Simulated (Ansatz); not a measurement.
Wanted: the native input for an Ansatz 0.2.0 run.

```yaml
Task: band structure
Functional: PBE
Potentials_or_basis: Ansatz PAW
Cutoff: "420 eV (not typed: the program's choice for these potentials)"
k_mesh: 8 × 8 × 8
Occupations: fermi-dirac, width 0.05 eV
Spin: no spin polarisation
Path: "[[\"G\", \"L\", \"B1\"], [\"B\", \"Z\", \"G\", \"X\"], [\"Q\", \"F\", \"P1\", \"Z\"], [\"L\", \"P\"]]"
Points_for_each_segment_of_the_path: 14
```

The system is Sb.

```
CELL_PARAMETERS angstrom
2.15420 1.24373 3.75800
-2.15420 1.24373 3.75800
0.00000 -2.48746 3.75800
ATOMIC_POSITIONS crystal
Sb 0.76651 0.76651 0.76651
Sb 0.23349 0.23349 0.23349
```

These files were run (other wordings do the same):

input.yaml

```yaml
crystal:
  lattice:
    - [2.1542, 1.2437279499, 3.758]
    - [-2.1542, 1.2437279499, 3.758]
    - [0.0, -2.4874558998, 3.758]
  atoms:
    - { symbol: Sb, position: [0.76651, 0.76651, 0.76651] }
    - { symbol: Sb, position: [0.23349, 0.23349, 0.23349] }
hamiltonian:
  xc: pbe
  pseudopotentials: { kind: paw }
kpoints:
  mp_grid: { grid: [8, 8, 8] }
  band_path:
    path:
      - [[0.0, 0.0, 0.0], [0.5, 0.0, 0.0], [0.5, 0.2396873643, -0.2396873643]]
      - [[0.7603126357, 0.5, 0.2396873643], [0.5, 0.5, 0.5], [0.0, 0.0, 0.0], [0.3698436821, 0.0, -0.3698436821]]
      - [[0.6301563179, 0.3698436821, 0.0], [0.5, 0.5, 0.0], [0.6301563179, 0.6301563179, 0.2396873643], [0.5, 0.5, 0.5]]
      - [[0.5, 0.0, 0.0], [0.7603126357, 0.3698436821, 0.3698436821]]
    npoints: 14
scf:
  occupations: { method: fermi_dirac, width: 0.05 }
  n_extra_bands: 6
output:
  forces: true
  stress: true
  eigenvalues: true
  fatbands: true
  write_density: true
  write_potential: true
  elf: true
  volumetric_format: npy
```

Potentials or basis: Ansatz PAW.

The run is started by

```bash
$ ansatz run input.yaml --threads 2 --pin off --max-ram 5632MiB --backend cpu --events-out ev --progress --plain --runs-dir out
```

It gave:

| Quantity | Value |
| --- | --- |
| Pressure | 2.7 GPa |
| Largest force | 0.159 eV/Å |
| Band gap on the k mesh | none (metal or under the smearing width) |

Caveat: spin-orbit coupling is left out, which moves the levels of the heavy elements.

Run time: 4.7 s on 2 threads of Arm Neoverse V2, on a shared host, peak memory 0.37 GiB.
